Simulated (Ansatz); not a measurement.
Input for Ansatz (plane-wave DFT, PAW):

```yaml
crystal:
  lattice:
    - [3.3143025145, 0.0, 0.0]
    - [-1.6571512572, 2.8702701734, 0.0]
    - [0.0, 0.0, 4.1868595763]
  atoms:
    - { symbol: Al, position: [0.3333333333, 0.6666666667, 0.75] }
    - { symbol: Al, position: [0.6666666667, 0.3333333333, 0.25] }
    - { symbol: "N", position: [0.3333333333, 0.6666666667, 0.25] }
    - { symbol: "N", position: [0.6666666667, 0.3333333333, 0.75] }
basis:
  ecutwfc: 420
kpoints:
  mp_grid: { grid: [9, 9, 6] }
hamiltonian:
  xc: pbe
scf:
  occupations: { method: gaussian, width: 0.02 }
  n_extra_bands: 16
output:
  forces: false
  stress: false
  eigenvalues: true
  optics: { e_range: [0, 14], sigma: 0.1, nscf_kmesh: { grid: [14, 14, 9] } }
checkpoint:
  read: start.run
  write: ck
  compress: false
  write_wavefunctions: false
  write_every: 100000
```

Run as
```bash
ansatz run input.yaml --threads 1 --pin off --max-ram 2560MiB --backend cpu --events-out ev --progress --plain --runs-dir out
```

All numbers below come from DFT PBE, scalar-relativistic, plane waves, PAW (Ansatz 0.2.0).

Part of what the program printed, abridged (final results; tables in files aren't shown):

```
SCF 1 converged in 8 iterations: F = -1848.054469 eV  dr2 = 7.04e-21
SCF converged after 8 iterations
Free energy (F): -1848.054469 eV
Harris-Foulkes:  -1848.054469 eV  (|F-HF|=2.27e-13)
Internal energy: -1848.054469 eV  (E = F + TS)
E sigma→0 (E₀):  -1848.054469 eV
Fermi energy:    10.608348 eV
--- Per-component energies (eV) ---
  E_band       = 40.314093
  E_kinetic    = 320.464042
  E_local      = -434.517112  (includes V_loc(G=0)·N_el)
  E_nonlocal   = 109.400588
  E_hartree    = 153.944780
  E_xc         = -204.334663
  E_vxc        = -216.942690  (∫ρ·V_xc dr)
  E_paw        = -1189.731790  (= ΣΔE_a)
  E_vpaw       = -45.980491  (= ΣTr[D̂ρ^β])
  E_aug_tail   = 0.000196  (compensation charges beyond the density's cutoff)
  E_ewald      = -603.280510
  E_smearing   =  0.000000  (= −TS)
--- Band table (eV; the first three rows and the last of 48) ---
  k-point 0: bands = ["-7.7772", "-4.1700", "2.1418", "5.7207", "5.7207", "7.3776", "7.3776", "8.9821", "12.2346", "13.3886", "17.2284", "17.2284", "20.2182", "20.2182", "20.7980", "20.8696", "20.8696", "21.7284", "25.0845", "25.0845", "26.5647", "27.2667", "31.3994", "31.5669"]
  k-point 1: bands = ["-7.6089", "-4.5591", "2.6257", "5.8209", "5.8209", "7.2586", "7.2586", "8.2514", "12.8428", "13.6925", "17.0470", "17.0470", "19.5214", "19.5214", "20.2284", "21.6648", "21.7003", "21.7003", "25.4383", "25.9729", "25.9729", "27.6375", "31.5707", "33.0369"]
  k-point 2: bands = ["-7.1185", "-5.4268", "3.7942", "6.1039", "6.1039", "6.8163", "6.9363", "6.9363", "13.9032", "14.3867", "16.9822", "16.9822", "18.3364", "18.3364", "19.3066", "20.6866", "23.6100", "23.6100", "25.0182", "26.9818", "26.9818", "27.3228", "32.6293", "32.6293"]
  k-point 47: bands = ["-5.0494", "-5.0494", "2.1518", "2.1518", "3.8704", "3.8704", "8.1663", "8.1663", "15.8531", "15.8531", "17.0096", "17.0096", "20.3248", "20.3248", "21.6147", "21.6147", "22.6885", "22.6885", "27.2215", "27.2215", "29.5746", "29.5746", "33.4236", "33.4236"]
```

Self-consistency was reached.

It took 39 s on 1 thread of Arm Neoverse V1 (shared host), peak memory 0.7 GiB.

The run starts from the saved density of an earlier one, so iterations and time are fewer than from atoms.